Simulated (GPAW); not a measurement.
Crystal: KBr.

```
Br K
1.0
     0.00000    3.30000    3.30000
     3.30000    0.00000    3.30000
     3.30000    3.30000    0.00000
Br K
1 1
Direct
  0.50000 0.50000 0.50000
  0.00000 0.00000 0.00000
```

Base run:

* Program: GPAW 26.7.0
* Functional: PBEsol
* Potentials or basis: PAW data sets generated in the run's folder for this functional
* Cutoff: 600 eV
* Basis: pw
* k mesh: 7 × 7 × 7
* Occupations: fermi-dirac, width 0.05 eV
* Spin: no spin polarisation

Its results: band gap on the k mesh 4.29 eV, direct; pressure -0.3 GPa.

**Question.** The run is repeated on the same cell with these changes: functional from PBEsol to WC. What comes out?

**Answer.** Band gap on the k mesh 4.35 eV, direct; pressure -0.2 GPa.

Caveats: an odd mesh through Γ misses points on the zone boundary, where band edges often lie (some runs).

Not every run made on this cell is shown here.
